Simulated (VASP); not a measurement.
Wanted: the native input for a VASP 6.6.1 run.

| Quantity | Value |
| --- | --- |
| Task | relaxation of the atoms |
| Functional | PBE |
| Potentials or basis | VASP PAW PBE potentials, release 64 (K_sv, Cl) |
| Cutoff | 600 eV |
| k mesh | 8 × 8 × 8 |
| Occupations | gaussian, width 0.03 eV |
| Spin | no spin polarisation |
| Further INCAR settings | ALGO = Normal; EDIFF = 1e-07; IBRION = 2; EDIFFG = -0.01; NSW = 40 |

The structure of KCl (Sylvite) lies in POSCAR:

```
KCl                                     
1.0
    0.0000000000      3.2148020488      3.2148020488
    3.2148020488      0.0000000000      3.2148020488
    3.2148020488      3.2148020488      0.0000000000
  K               Cl            
     1     1
Direct
     0.0000000000000000    0.0000000000000000    0.0000000000000000
     0.5000000000000000    0.5000000000000000    0.5000000000000000
```

The cell isn't the ideal one: a relaxed cell with its volume scaled by 1.02.

The input as run:

INCAR

```
ALGO = Normal
EDIFF = 1E-7
EDIFFG = -0.01
ENCUT = 600
GGA = PE
IBRION = 2
ISIF = 2
ISMEAR = 0
LASPH = True
LCHARG = False
LREAL = False
LWAVE = False
NELM = 80
NSW = 40
PREC = Accurate
SIGMA = 0.03
```

KPOINTS

```
k-points
0
Gamma
  8 8 8
```

Potentials or basis: VASP PAW PBE potentials, release 64 (K_sv, Cl).

Command:

```sh
$ cat potpaw_PBE.64/K_sv/POTCAR potpaw_PBE.64/Cl/POTCAR > POTCAR
$ mpirun -np 1 vasp_std > vasp.out
```

Results of the run:

The pressure after relaxing is -0.3 GPa. The band gap on the k mesh is 4.97 eV, direct.

Caveat: the relaxation stopped at its first step, so nothing moved.

It took 13 s on 1 thread of Intel(R) Xeon(R) 6975P-C (Granite Rapids), on a shared host, peak memory 0.21 GiB.
